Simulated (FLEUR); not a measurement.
The system is PbF2 (Fluorocronite).

```
CELL_PARAMETERS angstrom
0.00000 2.96366 2.96366
2.96366 0.00000 2.96366
2.96366 2.96366 0.00000
ATOMIC_POSITIONS crystal
Pb 0.00000 0.00000 0.00000
F 0.75000 0.75000 0.75000
F 0.25000 0.25000 0.25000
```

| Property | Result |
| --- | --- |
| Program | FLEUR MaX-R8.1 (later development tree) |
| Task | single point |
| Functional | PBE |
| Potentials or basis | all-electron |
| Basis | FLAPW |
| Kmax | 4.19 1/bohr |
| k mesh | 8 × 8 × 8 |
| Occupations | fermi-dirac, width 0.05 eV |
| Spin | no spin polarisation |
| Gmax | 13 1/bohr |
| Muffin-tin radii | Pb 2.64, F 1.72 bohr |
| lmax | Pb 10, F 8 |
| lnonsphr | Pb 10, F 8 |
| Local orbitals a species | Pb 5, F 3 |
| Max iterations | 60 |
| Mixing factor | 0.05 |
| Mixer | Anderson |
| Mixer history | 15 |

On this cell: largest force zero by symmetry; band gap on the k mesh 4.42 eV, indirect (least direct gap 4.56 eV).

The same run follows on a disturbed copy (atoms moved at random, drawn with an rms of 0.05 Å):

```
CELL_PARAMETERS angstrom
0.00000 2.96366 2.96366
2.96366 0.00000 2.96366
2.96366 2.96366 0.00000
ATOMIC_POSITIONS crystal
Pb 0.98240 0.99974 0.00207
F 0.75164 0.74372 0.76022
F 0.26519 0.24966 0.24220
```

Problem. What does the disturbed cell give?

Solution. The energy moves by +4.9 meV/atom; largest force 0.230 eV/Å; band gap on the k mesh 4.38 eV, indirect (least direct gap 4.56 eV).

Forces in eV/Å, atoms in the order of the input:
```
Pb  -0.033  0.138  0.126
F   -0.078 -0.089  0.070
F    0.111 -0.048 -0.195
```

Caveats: spin-orbit coupling is left out, which as a rule narrows the gap of such compounds by several tenths of an eV.

A k mesh can miss the band edges.
